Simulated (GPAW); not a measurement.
The system is Ti3Al.

```
Ti Al
1.0
     2.92754    0.00000    0.00000
    -1.46377    2.53533    0.00000
     0.00000    0.00000    9.22636
Ti Al
3 1
Direct
  0.33333 0.66667 0.24941
  0.33333 0.66667 0.75059
  0.66667 0.33333 0.00000
  0.66667 0.33333 0.50000
```

The cell comes from a database or a generator and needn't be the stable form of this composition.

Base run:

```yaml
Program: GPAW 26.7.0
Functional: LDA
Potentials_or_basis: the program's PAW data sets (release 1.2.1) made for this functional
Cutoff: 600 eV
Basis: pw
k_mesh: 8 × 8 × 3
Occupations: fermi-dirac, width 0.05 eV
Spin: no spin polarisation
```

Its results: pressure -7.4 GPa; largest force 0.130 eV/Å.

Task: The run is repeated on the same cell with these changes: functional from LDA to PBEsol; potentials or basis from the program's PAW data sets (release 1.2.1) made for this functional to PAW data sets generated in the run's folder for this functional. What comes out?

Result: Pressure -3.8 GPa; largest force 0.067 eV/Å.
